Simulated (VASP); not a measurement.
Wanted: the native input for a VASP 6.6.1 run.

```yaml
Task: relaxation of cell and atoms
Functional: BLYP
Dispersion: D3
Potentials_or_basis: VASP PAW PBE potentials, release 64 (Zn, S)
Cutoff: 600 eV
k_mesh: 8 × 8 × 3
Occupations: fermi-dirac, width 0.05 eV
Spin: no spin polarisation
Further_INCAR_settings: ALGO = Normal; EDIFF = 1e-06; IBRION = 2; EDIFFG = -0.01; NSW = 60; ISIF = 3
```

The structure of ZnS (Wurtzite-4H) lies in POSCAR:

```
ZnS
1.0
    3.8227000000      0.0000000000      0.0000000000
   -1.9113500000      3.3105553110      0.0000000000
    0.0000000000      0.0000000000     12.5200000000
Zn S
4 4
Direct
    0.6666666667      0.3333333333      0.7500000000
    0.3333333333      0.6666666667      0.2500000000
    0.0000000000      0.0000000000      0.5000000000
    0.0000000000      0.0000000000      0.0000000000
    0.6666666667      0.3333333333      0.9375000000
    0.3333333333      0.6666666667      0.4375000000
    0.0000000000      0.0000000000      0.6875000000
    0.0000000000      0.0000000000      0.1875000000
```

These files were run (other wordings do the same):

INCAR

```
SYSTEM = ZnS
PREC = Accurate ; ENCUT = 600
EDIFF = 1E-6 ; ISMEAR = -1
SIGMA = 0.05 ; LREAL = .FALSE.
LASPH = .TRUE. ; NELM = 100
ALGO = Normal ; ISIF = 3
LWAVE = .FALSE. ; LCHARG = .FALSE.
GGA = B5 ; ALDAX = 1.0
AGGAX = 1.0 ; AGGAC = 1.0
ALDAC = 0.0 ; IVDW = 11
VDW_S6 = 1.0 ; VDW_S8 = 1.682
VDW_SR = 1.094 ; VDW_SR8 = 1.0
IBRION = 2 ; NSW = 60
EDIFFG = -0.01
```

KPOINTS

```
Automatic mesh
0
G
  8 8 3
  0 0 0
```

Potentials or basis: VASP PAW PBE potentials, release 64 (Zn, S).

Launch:

```bash
$ cat potpaw_PBE.64/Zn/POTCAR potpaw_PBE.64/S/POTCAR > POTCAR
$ mpirun -np 1 vasp_std > vasp.out
```

Results of the run:

```yaml
Relaxed_volume: 19.78 Å³/atom
Relaxed_cell: a = 3.821 Å, b = 3.821 Å, c = 12.518 Å, α = 90.00°, β = 90.00°, γ = 120.00°
Space_group_after_relaxing_to_0.05_Å: P6_3mc (No. 186)
Energy_gained_by_relaxing: 0.1 meV/atom
Ionic_steps: 7
Pressure_after_relaxing: 0.0 GPa
Largest_force_after_relaxing: 0.009 eV/Å
Band_gap_on_the_k_mesh: 2.14 eV, direct
Dispersion_energy_per_atom: -0.526 eV
```

Caveat: the PAW data sets were made with another functional, which shifts forces and pressure a little; an odd mesh through Γ misses points on the zone boundary, where band edges often lie.

Wall time 9 min on 1 thread of Intel(R) Xeon(R) Platinum 8259CL CPU @ 2.50GHz (Skylake/Cascade Lake) (shared host), peak memory 0.39 GiB.
